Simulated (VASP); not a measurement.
Here is a VASP 6.6.1 calculation.

Contents of INCAR:

```
PREC = Accurate
ENCUT = 520
EDIFF = 1E-7
ISMEAR = 0
SIGMA = 0.01
LREAL = F
LASPH = T
NELM = 100
ALGO = Normal
ISIF = 2
LWAVE = F
LCHARG = F
GGA = PE
IBRION = 2
NSW = 80
EDIFFG = -5E-4
```

File KPOINTS:

```
regular mesh
0
Gamma
  12 12 12
```

POSCAR

```
Si
1.0
    0.0835666450      2.7823368495      2.7823368495
    2.7823368495      0.0835666450      2.7823368495
    2.7823368495      2.7823368495      0.0835666450
Si
2
Direct
    0.0000000000      0.0000000000      0.0000000000
    0.2500000000      0.2500000000      0.2500000000
```

Potentials or basis: VASP PAW PBE potentials, release 64 (Si).

Launch:

```sh
$ cat potpaw_PBE.64/Si/POTCAR > POTCAR
$ mpirun -np 1 vasp_std > vasp.out
```

(1) Estimate the energy gained by relaxing.

(2) What does it give for the band gap on the k mesh?

Answers

(1) 3.3 meV/atom.

(2) 0.41 eV, indirect (least direct gap 1.84 eV).
